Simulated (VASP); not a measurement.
A run of VASP 6.6.1:

The input INCAR:

```
ALGO     = Normal         # electronic algorithm
EDIFF    = 1E-7           # SCF threshold, eV
ENCUT    = 520            # plane-wave cutoff, eV
GGA      = PE             # functional
ISIF     = 2              # what is computed and relaxed
ISMEAR   = -1             # smearing method
LASPH    = T              # aspherical terms in the spheres
LCHARG   = F              # write CHGCAR
LREAL    = F              # projectors in reciprocal space
LWAVE    = F              # write WAVECAR
NBANDS   = 15             # bands
NELM     = 80             # most SCF steps
PREC     = Accurate       # precision mode
SIGMA    = 0.05           # smearing width, eV
```

Contents of KPOINTS:

```
k-points
0
Gamma
  6 6 6
```

POSCAR

```
CsBr
1.0
    4.3256222200      0.0000000000      0.0000000000
    0.0000000000      4.3256222200      0.0000000000
    0.0000000000      0.0000000000      4.3256222200
Cs Br
1 1
Direct
    0.0135410000     -0.0027520000      0.0011840000
    0.5073350000      0.4997890000      0.4971940000
```

Potentials or basis: VASP PAW PBE potentials, release 64 (Cs_sv, Br).

Command:

```sh
$ cat potpaw_PBE.64/Cs_sv/POTCAR potpaw_PBE.64/Br/POTCAR > POTCAR
$ mpirun -np 1 vasp_std > vasp.out
```

Hardware: 1 thread of Intel(R) Xeon(R) Platinum 8488C (Sapphire Rapids), on a shared host.

Q: How long does it take, and how much memory?

A: It took 61 s on 1 thread of Intel(R) Xeon(R) Platinum 8488C (Sapphire Rapids) (shared host), peak memory 0.26 GiB. Counts: scf iterations 14, k points 112.
